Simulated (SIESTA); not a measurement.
The system is WS2, a slab with vacuum.

```
W S
1.0
     3.18352    0.00000    0.00000
    -1.59176    2.75701    0.00000
     0.00000    0.00000   16.95058
W S
1 2
Direct
  0.00000 0.00000 0.00000
  0.33333 0.66667 0.09200
  0.33333 0.66667 0.90800
```

```yaml
Program: SIESTA 5.4.2
Task: single point
Functional: PBE
Potentials_or_basis: PseudoDojo 0.4 standard (PBE files)
Basis: DZP (energy shift 0.003 Ry; two zetas on semicore shells)
Grid_cutoff: 800 Ry
Energy_shift: 0.003 Ry
k_mesh: 10 × 10 × 2
Occupations: fermi-dirac, width 0.05 eV
Spin: no spin polarisation
```

On this cell: largest force 0.687 eV/Å; band gap on the k mesh 2.00 eV, indirect (least direct gap 2.22 eV).

The same run follows on a disturbed copy (atoms moved at random, drawn with an rms of 0.05 Å):

```
CELL_PARAMETERS angstrom
3.18352 0.00000 0.00000
-1.59176 2.75701 0.00000
0.00000 0.00000 16.95058
ATOMIC_POSITIONS crystal
W 0.99775 0.00096 0.99765
S 0.33985 0.65947 0.09287
S 0.33153 0.65848 0.90878
```

What does the disturbed cell give?

The energy moves by +21.4 meV/atom; largest force 1.976 eV/Å; band gap on the k mesh 1.92 eV, indirect (least direct gap 2.19 eV).

Forces in eV/Å, atoms in the order of the input:
```
W    0.591 -0.531  1.809
S   -0.384  0.214 -0.164
S   -0.209  0.318 -1.646
```

Stress tensor (GPa, compression positive):
```
 1.49  0.21 -0.33
 0.21  1.91 -0.14
-0.33 -0.14  2.39
```

Caveats: short orbitals over semicore shells can move pressures by several GPa; spin-orbit coupling is left out, which moves the levels of the heavy elements; the basis of atomic orbitals isn't converged, which shifts pressures, moduli and gaps.

A k mesh can miss the band edges.
